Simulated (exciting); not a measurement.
# AlN (Fm-3m) in exciting: single point with LDA

Aim: the single point of AlN with LDA.

All numbers are computed with exciting (release sodium); they aren't measurements. Logs are shortened: lines on timing, memory, paths and dates and some standing lists are left out, and cuts for length are marked.

## Step 1: The crystal as given

The structure is cubic, space group Fm-3m (No. 225). The conventional cell has a = 4.069 Å, b = 4.069 Å, c = 4.069 Å, α = 90.00°, β = 90.00°, γ = 90.00°. Al (site symmetry m-3m) is surrounded by 6 N at 2.03 Å. N (site symmetry m-3m) has 6 Al at 2.03 Å as nearest neighbours.

Measurements of this composition are mostly on another form, of space group No. 186.

## Step 2: Single point, LDA

input.xml

```xml
<input>
  <title>AlN</title>
  <structure speciespath="./" tshift="false">
    <crystal scale="1">
      <basevect>0.000000000000 3.844681815621 3.844681815621</basevect>
      <basevect>3.844681815621 0.000000000000 3.844681815621</basevect>
      <basevect>3.844681815621 3.844681815621 0.000000000000</basevect>
    </crystal>
    <species speciesfile="Al.xml" rmt="2">
      <atom coord="0.500000000000 0.500000000000 0.500000000000"/>
    </species>
    <species speciesfile="N.xml" rmt="1.45">
      <atom coord="0.000000000000 0.000000000000 0.000000000000"/>
    </species>
  </structure>
  <groundstate do="fromscratch" ngridk="7 7 7" rgkmax="6.5" gmaxvr="14" lmaxapw="10" lmaxmat="10" lmaxvr="8" xctype="LDA_PW" stype="Gaussian" swidth="0.00099223" nempty="10" ValenceRelativity="iora*" epsengy="1e-05" epspot="1e-05" maxscl="60" tforce="true" outputlevel="normal"/>
</input>
```

Potentials or basis: all-electron LAPW+lo, shipped species files, valence relativity iora*.

Started as:

```bash
$ OMP_NUM_THREADS=1 exciting_smp
```

INFO.OUT:

```text
================================================================================
EXCITING SODIUM started
[... 10 lines left out ...]

 Lattice vectors (cartesian) :
      0.0000000000      3.8446818156      3.8446818156
      3.8446818156      0.0000000000      3.8446818156
      3.8446818156      3.8446818156      0.0000000000

 Reciprocal lattice vectors (cartesian) :
     -0.8171268272      0.8171268272      0.8171268272
      0.8171268272     -0.8171268272      0.8171268272
      0.8171268272      0.8171268272     -0.8171268272

 Unit cell volume                           :     113.6609303107
 Brillouin zone volume                      :       2.1823700788

 Species :    1 (Al)
     parameters loaded from                 :    Al.xml
     name                                   :    aluminium
     nuclear charge                         :     -13.00000000
     electronic charge                      :      13.00000000
     atomic mass                            :   49184.33493000
     muffin-tin radius                      :       2.00000000
     # of radial points in muffin-tin       :     300

     atomic positions (lattice) :
       1 :   0.50000000  0.50000000  0.50000000

 Species :    2 (N)
     parameters loaded from                 :    N.xml
     name                                   :    nitrogen
     nuclear charge                         :      -7.00000000
     electronic charge                      :       7.00000000
     atomic mass                            :   25532.72506000
     muffin-tin radius                      :       1.45000000
     # of radial points in muffin-tin       :     250

     atomic positions (lattice) :
       1 :   0.00000000  0.00000000  0.00000000

 Total number of atoms per unit cell        :       2

 Spin treatment                             :    spin-unpolarised

 Number of Bravais lattice symmetries       :      48
 Number of crystal symmetries               :      48

 k-point grid                               :       7    7    7
 Total number of k-points                   :      20
 k-point set is reduced with crystal symmetries

 R^MT_min * |G+k|_max (rgkmax)              :       6.50000000
 Species with R^MT_min                      :       2 (N)
 Maximum |G+k| for APW functions            :       4.48275862
 Maximum |G| for potential and density      :      14.00000000

 G-vector grid sizes                        :      25    25    25
 Total number of G-vectors                  :    5209

 Maximum angular momentum used for
     APW functions                          :      10
     computing H and O matrix elements      :      10
     potential and density                  :       8
     inner part of muffin-tin               :       2

 Total nuclear charge                       :     -20.00000000
 Total electronic charge                    :      20.00000000
 Total core charge                          :       6.00000000
 Total valence charge                       :      14.00000000

 Number of empty states                     :      10
 Total number of valence states             :      18

 Maximum Hamiltonian size                   :     191
 Maximum number of plane-waves              :     180
 Total number of local-orbitals             :      11

 Exchange-correlation type                  :       3
     Perdew-Wang, Phys. Rev. B 45, 13244 (1992)

 Smearing scheme                            :    Gaussian
 Smearing width                             :       0.00099223

 Using multisecant Broyden potential mixing
[... 16 lines left out ...]
+ SCF iteration number :    1                                                  +
++++++++++++++++++++++++++++++++++++++++++++++++++++++++++++++++++++++++++++++++
 Total energy                               :      -296.92834172
 _______________________________________________________________
 Fermi energy                               :         0.37313109
 Kinetic energy                             :       296.44751779
 Coulomb energy                             :      -568.85986668
 Exchange energy                            :       -23.02751680
 Correlation energy                         :        -1.48847603

 DOS at Fermi energy (states/Ha/cell)       :         0.00000000

 Electron charges :
     core                                   :         6.00000000
     core leakage                           :         0.00154549
     valence                                :        14.00000000
     interstitial                           :         3.14118885
     charge in muffin-tin spheres :
                  atom     1    Al          :        10.80354379
                  atom     2     N          :         6.05526736
     total charge in muffin-tins            :        16.85881115
     total charge                           :        20.00000000

 Estimated fundamental gap                  :         0.24735223
        valence-band maximum at    1      0.0000  0.0000  0.0000
     conduction-band minimum at    1      0.0000  0.0000  0.0000

++++++++++++++++++++++++++++++++++++++++++++++++++++++++++++++++++++++++++++++++
+ SCF iteration number :    2                                                  +
++++++++++++++++++++++++++++++++++++++++++++++++++++++++++++++++++++++++++++++++
 Total energy                               :      -296.37101203
 _______________________________________________________________
 Fermi energy                               :         0.40992248
 Kinetic energy                             :       296.47517361
 Coulomb energy                             :      -568.45559755
 Exchange energy                            :       -22.90775561
 Correlation energy                         :        -1.48283248

 DOS at Fermi energy (states/Ha/cell)       :         0.00000000

 Electron charges :
     core                                   :         6.00000000
     core leakage                           :         0.00149390
     valence                                :        14.00000000
     interstitial                           :         3.33151561
     charge in muffin-tin spheres :
                  atom     1    Al          :        10.93324786
                  atom     2     N          :         5.73523654
     total charge in muffin-tins            :        16.66848439
     total charge                           :        20.00000000
[... 274 lines left out ...]
++++++++++++++++++++++++++++++++++++++++++++++++++++++++++++++++++++++++++++++++
+ SCF iteration number :   11                                                  +
++++++++++++++++++++++++++++++++++++++++++++++++++++++++++++++++++++++++++++++++
 Total energy                               :      -296.41473225
 _______________________________________________________________
 Fermi energy                               :         0.42322354
 Kinetic energy                             :       296.22463537
 Coulomb energy                             :      -568.30886094
 Exchange energy                            :       -22.85055366
 Correlation energy                         :        -1.47995302

 DOS at Fermi energy (states/Ha/cell)       :         0.00000000

 Electron charges :
     core                                   :         6.00000000
     core leakage                           :         0.00144579
     valence                                :        14.00000000
     interstitial                           :         3.42732653
     charge in muffin-tin spheres :
                  atom     1    Al          :        11.02130009
                  atom     2     N          :         5.55137339
     total charge in muffin-tins            :        16.57267347
     total charge                           :        20.00000000

 Estimated fundamental gap                  :         0.16874445
        valence-band maximum at    1      0.0000  0.0000  0.0000
     conduction-band minimum at   15      0.4286  0.4286  0.0000

 RMS change in effective potential (target) :  0.209293E-08  ( 0.100000E-04)
 Absolute change in total energy   (target) :  0.433085E-06  ( 0.100000E-04)
 Charge distance                   (target) :  0.491809E-08  ( 0.100000E-04)
 Abs. change in max-nonIBS-force   (target) :   0.00000      ( 0.500000E-04)

++++++++++++++++++++++++++++++++++++++++++++++++++++++++++++++++++++++++++++++++
| Convergency criteria checked for the last 2 iterations                       +
| Convergence targets achieved. Performing final SCF iteration                 +
++++++++++++++++++++++++++++++++++++++++++++++++++++++++++++++++++++++++++++++++
 Total energy                               :      -296.41473218
 _______________________________________________________________
 Fermi energy                               :         0.42322354
 Kinetic energy                             :       296.22463537
 Coulomb energy                             :      -568.30886087
 Exchange energy                            :       -22.85055366
 Correlation energy                         :        -1.47995302

 DOS at Fermi energy (states/Ha/cell)       :         0.00000000

 Electron charges :
     core                                   :         6.00000000
     core leakage                           :         0.00144579
     valence                                :        14.00000000
     interstitial                           :         3.42732653
     charge in muffin-tin spheres :
                  atom     1    Al          :        11.02130009
                  atom     2     N          :         5.55137338
     total charge in muffin-tins            :        16.57267347
     total charge                           :        20.00000000

 Estimated fundamental gap                  :         0.16874445
        valence-band maximum at    1      0.0000  0.0000  0.0000
     conduction-band minimum at   15      0.4286  0.4286  0.0000

++++++++++++++++++++++++++++++++++++++++++++++++++++++++++++++++++++++++++++++++
+ Self-consistent loop stopped                                                 +
++++++++++++++++++++++++++++++++++++++++++++++++++++++++++++++++++++++++++++++++
 STATE.OUT is written

--------------------------------------------------------------------------------
- Writing atomic positions and forces                                          -
--------------------------------------------------------------------------------

 Atomic positions (lattice) :
 atom     1  Al  :     0.50000000    0.50000000    0.50000000
 atom     2   N  :     0.00000000    0.00000000    0.00000000

 Total atomic forces including IBS (cartesian) :
 atom     1  Al  :    -0.00000000   -0.00000000   -0.00000000
 atom     2   N  :     0.00000000    0.00000000    0.00000000

 Atomic force components including IBS (cartesian) :
 atom     1  Al  :    -0.00000000    0.00000000    0.00000000   HF force
                 :    -0.00000000    0.00000000   -0.00000000   core correction
                 :    -0.00000000   -0.00000000   -0.00000000   IBS correction
 atom     2   N  :     0.00000000   -0.00000000   -0.00000000   HF force
                 :     0.00000000   -0.00000000    0.00000000   core correction
                 :     0.00000000    0.00000000    0.00000000   IBS correction

********************************************************************************
[... 7 lines left out ...]
| EXCITING SODIUM stopped                                                      =
================================================================================
```

It took 19 s on 1 thread of Arm Neoverse V1, shared host; peak memory 0.12 GiB.

What came out:

* Free energy: -8065.8558 eV
* Band gap on the k mesh: 4.59 eV, indirect (least direct gap 5.48 eV)
* All electrons inside the program's atomic spheres: Al 11.02; N 5.55 (radii Al 2.0, N 1.45 bohr)

Levels at points of the mesh, in eV from the valence-band top:
```
           k point  band 5  band 6  band 7  band 8  band 9  band 10
(0.00, 0.00, 0.00)    0.00    0.00    0.00    5.48   11.98    11.98
```

Caveat: an odd mesh through Γ misses points on the zone boundary, where band edges often lie.
